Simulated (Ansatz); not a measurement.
Runs of Ansatz 0.2.0 on SiC (Moissanite 3C). It takes space group F-43m (No. 216, cubic). Conventional cell: a = 4.358 Å, b = 4.358 Å, c = 4.358 Å, α = 90.00°, β = 90.00°, γ = 90.00°. Around Si (site symmetry -43m) lie 4 C at 1.89 Å. C (site symmetry -43m) has 4 Si at 1.89 Å as nearest neighbours. 

```csv
cell,gap on the mesh (eV),pressure (GPa)
relaxed,(b),0.0
relaxed to 10 GPa,1.21,10.0
relaxed to 20 GPa,1.17,20.0
relaxed to 5 GPa,(a),5.0
relaxed to 30 GPa,1.14,30.0
```

Alike in all rows: task relaxation of cell and atoms; level PBEsol; potentials or basis all-electron LAPW, scalar-relativistic; no spin polarisation; k mesh 10 × 10 × 10; smearing fermi-dirac 0.05 eV; basis error allowed 0.001 eV/atom.

Q: Fill in the values left out.

A: (a) 1.22; (b) 1.24.

A k mesh can miss the band edges.
